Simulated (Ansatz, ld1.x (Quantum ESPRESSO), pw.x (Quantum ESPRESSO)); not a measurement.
# What a changed setting does to a pw.x run (sc N)

Potential: norm-conserving RRKJ (Kleinman–Bylander form), ld1.x (Quantum ESPRESSO) 7.5, PBE; core [He], reference 2s2 2p2.5; waves: 2s (bound): rc 1.05 bohr; 2p (bound): rc 2.00 bohr; 3d channel at 5.34 Ry: rc 1.60 bohr; local part: all-electron potential smoothed inside 1.30 bohr (lloc = -1); core correction: none; rho0 0.005.

The reference run (k-mesh 17³, cutoffs 135/540 Ry, Fermi–Dirac 0.01 Ry, mixing_beta 0.4, conv_thr 1e-9, no spin) gives -2.21 GPa at 6.670 Å³/atom, where all-electron LAPW gives -4.61 GPa. This run, with its own iteration cap, changes k-mesh points per axis to 3.

```
&control
  calculation='scf', prefix='x', pseudo_dir='./', outdir='./tmp', tstress=.true., disk_io='none'
/
&system
  ibrav=0, nat=1, ntyp=1, ecutwfc=135, ecutrho=540, nbnd=9,
  occupations='smearing', smearing='fd', degauss=0.01
/
&electrons
  conv_thr=1e-09, mixing_beta=0.4, electron_maxstep=60
/
ATOMIC_SPECIES
N 1.0 N.UPF
CELL_PARAMETERS angstrom
  1.88238568 0.00000000 0.00000000
  0.00000000 1.88238568 0.00000000
  0.00000000 0.00000000 1.88238568
ATOMIC_POSITIONS crystal
N 0.0000 0.0000 0.0000
K_POINTS automatic
3 3 3 0 0 0
```

```bash
pw.x < N.scf.in > N.scf.out
```

Question: How does the run end?

Answer: It converges in 6 iterations; the free energy moves by +590.7 meV/atom and the pressure by -1.95 GPa.

```
Message from routine setup:
     using ibrav=0 with symmetry is DISCOURAGED, use correct ibrav instead
     lattice parameter (alat)  =       3.5572  a.u.
     unit-cell volume          =      45.0114 (a.u.)^3
     number of electrons       =         5.00
     number of Kohn-Sham states=            9
     kinetic-energy cutoff     =     135.0000  Ry
     charge density cutoff     =     540.0000  Ry
     scf convergence threshold =      1.0E-09
     Exchange-correlation= PBE
     number of k points=     4  Fermi-Dirac smearing, width (Ry)=  0.0100
     iteration #  1     ecut=   135.00 Ry     beta= 0.40
     total energy              =     -19.34531574 Ry
     estimated scf accuracy    <       0.01897542 Ry
     iteration #  2     ecut=   135.00 Ry     beta= 0.40
     total energy              =     -19.34388703 Ry
     estimated scf accuracy    <       0.00441123 Ry
     iteration #  3     ecut=   135.00 Ry     beta= 0.40
     total energy              =     -19.34437425 Ry
     estimated scf accuracy    <       0.00003073 Ry
     iteration #  4     ecut=   135.00 Ry     beta= 0.40
     total energy              =     -19.34437728 Ry
     estimated scf accuracy    <       0.00000047 Ry
     iteration #  5     ecut=   135.00 Ry     beta= 0.40
     total energy              =     -19.34437738 Ry
     estimated scf accuracy    <          7.1E-09 Ry
     iteration #  6     ecut=   135.00 Ry     beta= 0.40
     the Fermi energy is     8.2748 ev
!    total energy              =     -19.34437739 Ry
     estimated scf accuracy    <          3.4E-10 Ry
     smearing contrib. (-TS)   =      -0.00784095 Ry
     The total energy is F=E-TS. E is the sum of the following terms:
     one-electron contribution =       3.73703954 Ry
     hartree contribution      =       1.64250678 Ry
     xc contribution           =      -4.77552033 Ry
     ewald contribution        =     -19.94056243 Ry
     convergence has been achieved in   6 iterations
          total   stress  (Ry/bohr**3)                   (kbar)     P=      -41.62
     Message from routine punch:
     Nothing written, as per user request (disk_io='none')
```

The run took about 0.6 s on one core of a shared host (Neoverse-V1, 32 threads, 247 GiB, load 24).
